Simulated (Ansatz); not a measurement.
## Band table of PbO2 (PbO2)

```
Pb O
1.0
     0.00000    1.96942    1.96942
     1.96942    0.00000    1.96942
     1.96942    1.96942    0.00000
Pb O
1 2
Direct
  0.00000 0.00000 0.00000
  0.25000 0.25000 0.25000
  0.75000 0.75000 0.75000
```

The base volume is that of a database entry, with shape and atoms relaxed on PAW files at held volume, so it needn't be at zero pressure; the structure needn't be the stable phase, at rest or compressed.

All numbers are PBE results (scalar-relativistic) from Ansatz 0.2.0, with a Γ-centred 9×9×9 k mesh, Fermi–Dirac smearing of 0.03 eV, no spin polarisation. Methods: LAPW: all electrons, basis error target 1 meV/atom.

This run: volume at 0.45 of the series' base cell.

Spin–orbit coupling is left out, which matters for the heavy atoms. The structure type is held throughout; the real material can change phase at far lower pressure.

Path points, in fractions of the reciprocal vectors: Γ (0.000, 0.000, 0.000), X (0.500, 0.000, 0.500), U (0.625, 0.250, 0.625), K (0.375, 0.375, 0.750), L (0.500, 0.500, 0.500), W (0.500, 0.250, 0.750). The distance column jumps between branches of the path. Levels in eV from the valence-band top; bands 24 to 39, counted from the lowest band of the run. The gap is 4.56 eV, the pressure 1194 GPa.

```
# k(1/Å) point b24 b25 b26 b27 b28 b29 b30 b31 b32 b33 b34 b35 b36 b37 b38 b39
0.000 Γ -23.97 -23.97 -23.97 -20.52 -19.01 -19.01 -6.24 -6.24 -6.24 -1.27 -1.27 -1.27 6.47 8.46 8.46 8.46
0.266 - -24.89 -23.80 -23.80 -19.32 -19.26 -18.94 -6.76 -6.29 -6.29 -2.07 -2.07 -1.32 6.43 8.32 9.53 9.53
0.532 - -26.34 -23.30 -23.30 -19.94 -18.75 -17.03 -8.13 -7.02 -7.02 -3.07 -3.07 -1.49 5.36 9.42 11.88 11.88
0.798 - -27.59 -22.48 -22.48 -20.94 -18.49 -14.44 -9.99 -9.05 -9.05 -2.80 -2.80 -1.86 4.56 10.96 14.48 14.48
1.063 - -28.53 -22.11 -21.39 -21.39 -18.21 -11.96 -11.85 -11.45 -11.45 -2.52 -1.93 -1.93 4.58 12.25 15.40 16.65
1.329 - -27.78 -23.35 -20.21 -20.21 -18.00 -13.53 -13.53 -13.50 -9.60 -3.43 -1.12 -1.12 5.11 13.34 14.22 16.76
1.595 X -26.81 -24.14 -19.57 -19.57 -17.92 -14.48 -14.48 -14.10 -8.53 -4.02 -0.79 -0.79 5.43 13.81 14.51 14.90
1.689 - -26.84 -24.10 -19.59 -19.50 -17.99 -14.90 -14.38 -13.78 -8.48 -4.04 -0.83 -0.82 5.46 13.92 14.57 14.67
1.783 - -26.93 -24.01 -19.65 -19.29 -18.18 -15.53 -14.11 -13.46 -8.30 -4.12 -0.94 -0.91 5.57 14.13 14.23 14.75
1.877 - -27.07 -23.84 -19.74 -18.97 -18.43 -16.19 -13.72 -13.29 -8.03 -4.28 -1.08 -1.04 5.75 13.47 14.74 15.01
1.971 - -27.24 -23.62 -19.88 -18.71 -18.55 -16.84 -13.28 -13.24 -7.70 -4.53 -1.24 -1.21 5.99 12.80 15.32 15.42
2.065 - -27.41 -23.36 -20.05 -18.99 -18.04 -17.44 -13.40 -12.70 -7.33 -4.88 -1.38 -1.38 6.30 12.18 15.63 16.24
2.159 U -27.58 -23.06 -20.25 -19.25 -17.95 -17.47 -13.63 -12.14 -6.98 -5.34 -1.55 -1.50 6.66 11.64 15.89 17.18
3.136 K -27.58 -23.06 -20.25 -19.25 -17.95 -17.47 -13.63 -12.14 -6.98 -5.34 -1.55 -1.50 6.66 11.64 15.89 17.18
3.418 - -27.93 -22.44 -20.99 -19.85 -18.44 -15.59 -14.59 -10.36 -7.13 -6.13 -1.93 -1.78 7.60 10.85 16.03 19.63
3.700 - -27.89 -22.55 -21.85 -20.09 -18.01 -14.47 -14.07 -8.76 -8.67 -5.60 -2.28 -2.03 7.70 11.27 15.37 16.23
3.982 - -27.36 -22.87 -22.69 -19.97 -18.53 -14.62 -11.93 -8.46 -7.31 -5.03 -2.94 -1.87 7.47 11.14 12.72 14.09
4.264 - -26.33 -23.37 -23.34 -19.59 -18.93 -16.84 -8.90 -6.95 -6.50 -3.95 -3.14 -1.60 7.18 9.94 10.21 12.00
4.546 - -24.94 -23.82 -23.79 -19.20 -19.19 -19.01 -6.88 -6.29 -6.25 -2.23 -2.12 -1.36 6.72 8.84 8.86 9.64
4.828 Γ -23.97 -23.97 -23.97 -20.52 -19.01 -19.01 -6.24 -6.24 -6.24 -1.27 -1.27 -1.27 6.47 8.46 8.46 8.46
5.058 - -24.67 -23.86 -23.86 -19.58 -19.07 -19.07 -6.66 -6.25 -6.25 -2.11 -1.53 -1.53 6.68 8.85 8.91 8.91
5.288 - -25.80 -23.58 -23.58 -19.19 -19.19 -17.76 -7.90 -6.50 -6.50 -3.90 -1.98 -1.98 7.22 9.66 10.16 10.16
5.519 - -26.65 -23.22 -23.22 -19.21 -19.21 -15.91 -9.81 -7.32 -7.32 -5.42 -2.10 -2.10 7.44 10.86 12.00 12.00
5.749 - -26.95 -22.95 -22.95 -18.98 -18.98 -15.00 -11.28 -8.56 -8.56 -6.28 -1.88 -1.88 7.07 12.17 14.30 14.30
5.979 - -26.67 -22.83 -22.83 -18.58 -18.58 -15.86 -11.12 -9.69 -9.69 -6.60 -1.63 -1.63 6.47 13.05 16.79 16.79
6.209 L -26.41 -22.80 -22.80 -18.37 -18.37 -16.50 -10.85 -10.16 -10.16 -6.63 -1.52 -1.52 6.18 13.33 18.34 18.34
6.397 - -26.59 -22.70 -22.67 -18.44 -18.35 -16.60 -10.66 -10.58 -10.19 -6.14 -1.70 -1.59 6.34 12.96 18.23 18.60
6.585 - -27.02 -22.51 -22.30 -18.70 -18.23 -16.83 -11.71 -10.33 -9.78 -5.29 -2.14 -1.65 6.72 12.14 17.93 19.21
6.773 - -27.50 -22.42 -21.70 -19.19 -17.94 -17.04 -12.91 -10.56 -8.66 -4.85 -2.69 -1.38 7.09 11.30 17.53 18.66
6.961 - -27.91 -22.44 -20.95 -19.79 -17.53 -17.13 -14.16 -10.86 -7.37 -4.92 -3.28 -0.76 7.27 10.74 17.12 17.62
7.149 - -28.18 -22.50 -20.59 -19.87 -17.16 -17.10 -15.33 -11.15 -6.09 -5.11 -3.96 -0.21 7.24 10.47 16.81 16.93
7.337 W -28.28 -22.53 -20.73 -19.55 -17.01 -17.01 -15.94 -11.27 -5.20 -5.20 -4.61 0.00 7.19 10.41 16.70 16.70
7.470 - -27.96 -22.75 -20.44 -19.55 -17.63 -16.39 -15.92 -11.37 -6.09 -4.58 -4.25 -0.05 6.97 10.74 16.04 17.31
7.603 - -27.63 -23.17 -19.81 -19.55 -18.23 -15.85 -15.80 -11.68 -6.89 -4.48 -3.28 -0.18 6.51 11.55 15.42 17.25
7.736 - -27.32 -23.57 -19.56 -19.10 -18.76 -15.71 -15.28 -12.17 -7.56 -4.34 -2.35 -0.37 6.06 12.54 14.90 16.10
7.869 - -27.05 -23.88 -19.56 -19.19 -18.48 -15.43 -14.86 -12.80 -8.08 -4.19 -1.55 -0.57 5.71 13.56 14.44 15.16
8.002 - -26.87 -24.07 -19.57 -19.47 -18.07 -14.97 -14.58 -13.52 -8.42 -4.06 -0.99 -0.73 5.50 14.01 14.47 14.64
8.135 X -26.81 -24.14 -19.57 -19.57 -17.92 -14.48 -14.48 -14.10 -8.53 -4.02 -0.79 -0.79 5.43 13.81 14.51 14.90
```
